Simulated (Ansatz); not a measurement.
Here is an Ansatz 0.2.0 calculation.

Contents of input.yaml:

```yaml
crystal:
  lattice:
    - [3.777, 0.0, 0.0]
    - [-1.8885, 3.2709779501, 0.0]
    - [0.0, 0.0, 6.498]
  atoms:
    - { symbol: Te, position: [0.3333333333, 0.6666666667, 0.7372] }
    - { symbol: Te, position: [0.6666666667, 0.3333333333, 0.2628] }
    - { symbol: Ti, position: [0.0, 0.0, 0.0] }
hamiltonian:
  xc: pbesol
  pseudopotentials: { kind: paw }
  hubbard: { sites: [{ species: Ti, l: d, u_eff: 5.0 }] }
kpoints:
  mp_grid: { grid: [8, 8, 4] }
scf:
  occupations: { method: fermi_dirac, width: 0.05 }
  n_extra_bands: 7
output:
  forces: true
  stress: true
  eigenvalues: true
  dos: { projected: true, de: 0.05, nscf_kmesh: { grid: [12, 12, 6] } }
  write_density: true
  write_potential: true
  elf: true
  volumetric_format: npy
```

Potentials or basis: Ansatz PAW.

Launch:

```sh
$ ansatz run input.yaml --threads 2 --pin off --max-ram 5632MiB --backend cpu --events-out ev --progress --plain --runs-dir out
```

What does it give for the density of states at the Fermi level?

0.15 states/eV per cell.

Predict the pressure.

2.8 GPa.

Eigenvalues of the final occupation matrices:
```csv
site,spin,trace,eigenvalues
site 1,1,1.30,0.10 0.12 0.12 0.48 0.48
```

Caveat: this functional lacks dispersion, which binds the layers, so the pressure and a relaxed spacing across them are unreliable; U without spin polarisation on a metal has little footing; the PAW data sets come from PBE, with cores solved anew for the run's functional, which leaves a small shift of forces and pressure; the U is typed as a test and isn't derived for this compound. The run has no spin-orbit coupling, so splittings on Te are missing.
